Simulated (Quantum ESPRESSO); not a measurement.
Crystal: TaN.

```
CELL_PARAMETERS angstrom
0.00000 2.17900 2.17900
2.17900 0.00000 2.17900
2.17900 2.17900 0.00000
ATOMIC_POSITIONS crystal
Ta 0.50000 0.50000 0.50000
N 0.00000 0.00000 0.00000
```

- Program: Quantum ESPRESSO 7.5
- Task: phonons and electron-phonon coupling
- Functional: PBE
- Potentials or basis: GBRV 1.5 PBE
- Cutoff: 762 eV
- Density cutoff: 6095 eV
- k mesh: 8 × 8 × 8
- Occupations: methfessel-paxton, width 0.272 eV
- Spin: no spin polarisation
- Mixing beta: 0.5
- Most SCF iterations: 120
- SCF threshold: 4e-10 Ry
- q mesh: 4 × 4 × 4

The cell and the atoms were relaxed first, to 10.78 Å³/atom (a = 3.124 Å, b = 3.124 Å, c = 3.124 Å, α = 60.00°, β = 60.00°, γ = 60.00°), and the response was taken there.

**Question.** Is this structure dynamically stable at this level, and how far does the spectrum reach?

**Answer.** No: the interpolated spectrum has imaginary modes, down to 243i cm⁻¹ near X. The highest frequency is 587 cm⁻¹.

Phonon frequencies at the corners of the path (cm⁻¹, interpolated; i marks imaginary ones):
```csv
point,frequencies
Γ,0 0 0 415 415 415
X,243i 74i 74i 425 436 436
W,219i 219i 81 351 351 564
K,189i 101i 82i 379 487 510
L,43i 69 69 445 535 535
U,189i 101i 82i 379 487 510
```

Phonon states per cell in windows of 50 cm⁻¹ (negative: imaginary):
```csv
from (cm⁻¹),total,Ta,N
-250,0.04,0.03,0.01
-200,0.21,0.17,0.04
-150,0.31,0.27,0.04
-100,0.36,0.33,0.03
-50,0.30,0.28,0.02
0,0.32,0.31,0.02
50,1.03,1.00,0.03
100,0.44,0.43,0.00
150,0.00,0.00,0.00
200,0.00,0.00,0.00
250,0.00,0.00,0.00
300,0.00,0.00,0.00
350,0.34,0.06,0.28
400,0.80,0.08,0.72
450,0.52,0.03,0.49
500,0.70,0.02,0.68
550,0.65,0.01,0.64
```

Caveat: the mesh is thin for the phonons of a metal; some modes are imaginary; the interpolated spectrum has imaginary branches, which spoil the λ, ω_log and α²F that the log prints; λ from interpolated matrix elements is rough: modes that symmetry makes equal can differ by tens of percent.
